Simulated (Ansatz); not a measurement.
**Calculated with Ansatz: SnS, settings compared**

input.yaml:

```yaml
crystal:
  lattice:
    - [3.95917239, 0.0, 0.0]
    - [0.0, 4.30734081, 0.0]
    - [0.0, 0.0, 11.12149429]
  atoms:
    - { symbol: Sn, position: [0.25, 0.115, 0.118] }
    - { symbol: Sn, position: [0.25, 0.385, 0.618] }
    - { symbol: Sn, position: [0.75, 0.885, 0.882] }
    - { symbol: Sn, position: [0.75, 0.615, 0.382] }
    - { symbol: S, position: [0.75, 0.522, 0.15] }
    - { symbol: S, position: [0.75, 0.978, 0.65] }
    - { symbol: S, position: [0.25, 0.478, 0.85] }
    - { symbol: S, position: [0.25, 0.022, 0.35] }
  symmetry: { tolerance: 0.0003 }
kpoints:
  mp_grid: { grid: [5, 4, 2], shift: [0, 0, 0] }
magnetization:
  spin_polarized: false
scf:
  occupations: { method: gaussian, width: 0.2956 }
hamiltonian:
  pseudopotentials: { kind: paw }
  xc: r2scan
basis:
  ecutwfc: 500
output:
  forces: true
  stress: true
  eigenvalues: true
```

The command:

```bash
ansatz run input.yaml --threads 1 --pin off --max-ram 2560MiB --backend cpu --events-out ev --progress --plain --runs-dir out
```

Origin of the cell: a database entry, scaled a little.

Output of this run (shortened):

```
Pseudopotentials: kind: paw
Pseudopotential: Sn, paw, valence charge 14, recommended cutoff 500 eV (meta_gga), Sn.paw.azcp
Pseudopotential: S, paw, valence charge 6, recommended cutoff 500 eV (meta_gga), S.paw.azcp
Functional definition: r2SCAN
  exchange = r2scan_x(k0 = k0, k1 = k1, a1 = a1)
  correlation = r2scan_c
Crystal: 8 atoms, lattice volume = 189.660 Å³
Basis set: ecut = 500 eV, 4813 PW (Γ), exchange–correlation on 120×128×360 points (64 copies of the dense FFT grid, shifted against one another)
Bands: 48, of which v1, the nominal top of the filled ones, is band 40 counted from 1 (39 counted from 0)
Symmetry: 8 space group operations
Space group: Pnma (ITA 62), of the structure as read, at distance tolerance 1.7e-3 Å
[… 7 lines left out …]
Initial density: superposition of atomic densities (neutral atoms: chi_scale 0, normalization atom), corrected by the library's trained network
Functional: x = r2scan, c = r2scan; τ floored in thin density (d = 2e-4 eV/Å³)
SCF iter   1: F=—  HF=-27781.548811 eV  Δρ=5.70e-3  dr2=4.82e-2  dr2_τ=1.87e-2
SCF iter   2: F=—  HF=-27781.616933 eV  Δρ=2.89e-3  dr2=1.23e-2  dr2_τ=4.61e-4
SCF iter   3: F=—  HF=-27781.618159 eV  Δρ=1.20e-3  dr2=1.80e-3  dr2_τ=6.54e-5
SCF iter   4: F=—  HF=-27781.618653 eV  Δρ=1.23e-4  dr2=2.70e-5  dr2_τ=2.18e-6
SCF iter   5: F=—  HF=-27781.618738 eV  Δρ=3.72e-5  dr2=2.21e-6  dr2_τ=1.39e-7
SCF iter   6: F=—  HF=-27781.618740 eV  Δρ=8.96e-6  dr2=1.87e-7  dr2_τ=9.26e-9
SCF iter   7: F=-27781.618740 eV  HF=-27781.618740 eV  Δρ=1.83e-6  dr2=6.41e-9  dr2_τ=3.80e-10
SCF 1 converged in 7 iterations: F = -27781.618740 eV  dr2 = 6.41e-9
SCF converged after 7 iterations
Free energy (F): -27781.618740 eV
Harris-Foulkes:  -27781.618740 eV  (|F-HF|=2.89e-9)
Internal energy: -27781.617592 eV  (E = F + TS)
E sigma→0 (E₀):  -27781.618166 eV
Entropy (-TS):   -0.001148 eV (-0.143 meV/atom)
Fermi energy:    9.075261 eV
--- Per-component energies (eV) ---
  E_band       = -433.212647
  E_kinetic    = 1169.130891
  E_local      = -4228.410473  (includes V_loc(G=0)·N_el)
  E_nonlocal   = -19.021699
  E_hartree    = 2428.918773
  E_xc         = -1869.872691
  E_vxc        = -799.005075  (∫ρ·V_xc dr)
  E_paw        = -19063.685219  (= ΣΔE_a)
  E_vpaw       = -1457.288232  (= ΣTr[D̂ρ^β])
  E_aug_tail   = 0.000002  (compensation charges beyond the density's cutoff)
  E_vtau       = 43.544294  (kinetic-family band-sum trace: ∫τ·v_τ [+ j·A + Jᵃ·Aᵃ] dr)
  E_ewald      = -6201.179389
  E_core_change = 2.502212  (= ΣΔE_core)
  E_smearing   = -0.001148  (= −TS)
  Σ components = -27781.618740   (vs F -27781.618740, Δ=0.00e0)
--- Forces (eV/Å), atoms counted from 1 ---
  atom   1  Sn    -0.000000     0.111718     0.062477
[… 2 lines left out …]
  atom   4  Sn    -0.000000     0.111718    -0.062477
  atom   5  S      0.000000    -0.142153    -0.041147
  atom   6  S     -0.000000     0.142153    -0.041147
  atom   7  S     -0.000000     0.142153     0.041147
  atom   8  S      0.000000    -0.142153     0.041147
  max |Σ_I F_I| component: 5.55e-17 eV/Å
--- Stress (GPa, compression-positive) ---
        1.791230      -0.000000      -0.000000
       -0.000000       1.545052      -0.000000
       -0.000000      -0.000000       2.396114
  P = ⅓ Tr σ = 1.9108 GPa (19.108 kbar)
```

The same input was run again with these changes:

1. `kpoints.mp_grid.shift` [0, 0, 0] → [0.5, 0.5, 0.5]
2. `scf.eigensolver.kind` default → davidson; `hamiltonian.xc` r2scan → revpbe
3. `scf.occupations.method` gaussian → cold; `scf.occupations.width` 0.2956 → 0.2; `scf.mixing.preconditioner` default → kerker_dos
4. `scf.occupations.method` gaussian → cold; `scf.occupations.width` 0.2956 → 0.001; `scf.initial_density.chi_scale` default → 0.1; `kpoints.mp_grid.grid` [5, 4, 2] → [4, 3, 2]

```csv
run,end,SCF iterations,P (GPa),max force component (eV/Å),moment (μB),ΔE(σ→0) (meV/atom)
base,converged,7,1.91,0.142,–,0
1,converged,7,1.84,0.118,–,-2.35
2,converged,7,4.46,0.190,–,–
3,converged,9,1.91,0.142,–,-0.05
4,converged,8,1.87,0.163,–,-3.27
```

Energies are compared only where functional, datasets, charge and starting cell are the same.

Not properties of the system: run 4 (too coarse or loose: `kpoints.mp_grid.grid` = [4, 3, 2]).

Caveats of the base run: wide smearing.

Run 2: forces of this functional can be a tenth off on datasets made under PBE; the k mesh is coarse if the cell is a metal.

The base run ran for 14 s on 1 thread of Intel(R) Xeon(R) Platinum 8488C (Sapphire Rapids), with other jobs on the host, peak memory 0.97 GiB, from the program's own first density.
